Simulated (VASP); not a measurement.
# From an Ansatz input to VASP: SnSe (strained wurtzite)

Ansatz input

```yaml
crystal:
  lattice:
    - [5.0494042519, 0.0, 0.0]
    - [-2.524702126, 4.3729123561, 0.0]
    - [0.0, 0.0, 6.1814763211]
  atoms:
    - { symbol: Sn, position: [0.3333333333, 0.6666666667, -0.0391356268] }
    - { symbol: Sn, position: [0.6666666667, 0.3333333333, 0.4608643732] }
    - { symbol: Se, position: [0.3333333333, 0.6666666667, 0.4141356268] }
    - { symbol: Se, position: [0.6666666667, 0.3333333333, 0.9141356268] }
kpoints:
  mp_grid: { grid: [6, 6, 4] }
  band_path:
    path:
      - [0.0, 0.0, 0.0]
      - [0.5, 0.0, 0.0]
      - [0.3333333333, 0.3333333333, 0.0]
      - [0.0, 0.0, 0.5]
      - [0.5, 0.0, 0.5]
      - [0.3333333333, 0.3333333333, 0.5]
      - [0.255208, 0.255208, 0.489583]
    npoints: 1
hamiltonian:
  xc: pbe
scf:
  occupations: { method: fermi_dirac, width: 0.02 }
  n_extra_bands: 5
output:
  forces: true
  stress: true
  eigenvalues: true
```

Which VASP files do the same job?



INCAR

```
ISMEAR = -1
ENCUT = 520
LASPH = .TRUE.
IBRION = -1
NSW = 0
SIGMA = 0.02
ISIF = 2
NELM = 120
GGA = PE
LREAL = .FALSE.
LWAVE = .FALSE.
NBANDS = 28
LCHARG = .FALSE.
EDIFF = 1E-7
PREC = Accurate
```

KPOINTS

```
KPOINTS created by Atomic Simulation Environment
0
Gamma
6 6 4
0 0 0
```

KPOINTS_OPT

```
special points
7
Reciprocal
0.0000000000 0.0000000000 0.0000000000 1
0.5000000000 0.0000000000 0.0000000000 1
0.3333333333 0.3333333333 0.0000000000 1
0.0000000000 0.0000000000 0.5000000000 1
0.5000000000 0.0000000000 0.5000000000 1
0.3333333333 0.3333333333 0.5000000000 1
0.2552080000 0.2552080000 0.4895830000 1
```

POSCAR

```
Sn Se
 1.0000000000000000
     5.0494042519447104    0.0000000000288675    0.0000000000000000
    -2.5247021259973552    4.3729123561468457    0.0000000000000000
     0.0000000000000000    0.0000000000000000    6.1814763210999999
 Sn  Se
   2   2
Cartesian
 -0.0000000000166664  2.9152749041075201 -0.2419159503756065
  2.5247021259640219  1.4576374520681941  2.8488222101743936
 -0.0000000000166664  2.9152749041075201  2.5599695707881063
  2.5247021259640219  1.4576374520681941  5.6507077313381071
```

VASP ran with the recommended PBE PAW datasets (40 valence electrons in the cell). Other inputs would serve too.

```
                              Ansatz       VASP
gap between bands v and c    0.85 eV    0.85 eV
         least direct gap    0.86 eV    0.86 eV
                 pressure    1.2 GPa    1.2 GPa
            largest force  0.10 eV/Å  0.11 eV/Å
```

The two codes use different PAW datasets and cutoffs. VASP's cell holds 40 valence electrons and Ansatz's 60. Ansatz's stress includes a Pulay correction; VASP's doesn't.
